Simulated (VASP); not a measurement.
A run of VASP 6.6.1:

Contents of INCAR:

```
ALGO     = Normal         # electronic algorithm
EDIFF    = 1E-7           # SCF threshold, eV
ENCUT    = 520            # plane-wave cutoff, eV
ISIF     = 2              # what is computed and relaxed
ISMEAR   = -1             # smearing method
LASPH    = T              # aspherical terms in the spheres
LCHARG   = F              # write CHGCAR
LMIXTAU  = T            
LREAL    = F              # projectors in reciprocal space
LWAVE    = F              # write WAVECAR
METAGGA  = TPSS           # meta-GGA
NELM     = 100            # most SCF steps
PREC     = Accurate       # precision mode
SIGMA    = 0.05           # smearing width, eV
```

The input KPOINTS:

```
k-points
0
Gamma
  13 13 13
```

POSCAR

```
C
1.0
    0.0000000000      1.7833700000      1.7833700000
    1.7833700000      0.0000000000      1.7833700000
    1.7833700000      1.7833700000      0.0000000000
C
2
Direct
    0.7500000000      0.7500000000      0.7500000000
    0.5000000000      0.5000000000      0.5000000000
```

The input KPOINTS_OPT:

```
path GXWKGLUWLK,UX
10
line-mode
reciprocal
 0.0000000000  0.0000000000  0.0000000000  G
 0.5000000000  0.0000000000  0.5000000000  X

 0.5000000000  0.0000000000  0.5000000000  X
 0.5000000000  0.2500000000  0.7500000000  W

 0.5000000000  0.2500000000  0.7500000000  W
 0.3750000000  0.3750000000  0.7500000000  K

 0.3750000000  0.3750000000  0.7500000000  K
 0.0000000000  0.0000000000  0.0000000000  G

 0.0000000000  0.0000000000  0.0000000000  G
 0.5000000000  0.5000000000  0.5000000000  L

 0.5000000000  0.5000000000  0.5000000000  L
 0.6250000000  0.2500000000  0.6250000000  U

 0.6250000000  0.2500000000  0.6250000000  U
 0.5000000000  0.2500000000  0.7500000000  W

 0.5000000000  0.2500000000  0.7500000000  W
 0.5000000000  0.5000000000  0.5000000000  L

 0.5000000000  0.5000000000  0.5000000000  L
 0.3750000000  0.3750000000  0.7500000000  K

 0.6250000000  0.2500000000  0.6250000000  U
 0.5000000000  0.0000000000  0.5000000000  X
```

Potentials or basis: VASP PAW PBE potentials, release 64 (C).

Command:

```bash
$ cat potpaw_PBE.64/C/POTCAR > POTCAR
$ mpirun -np 1 vasp_std > vasp.out
```

Hardware: 1 thread of Intel(R) Xeon(R) Platinum 8488C (Sapphire Rapids), on a shared host.

Question: Estimate the wall time of this run.

Answer: Run time: 64 s on 1 thread of Intel(R) Xeon(R) Platinum 8488C (Sapphire Rapids), on a shared host, peak memory 0.12 GiB. Counts: scf iterations 29, k points 84.
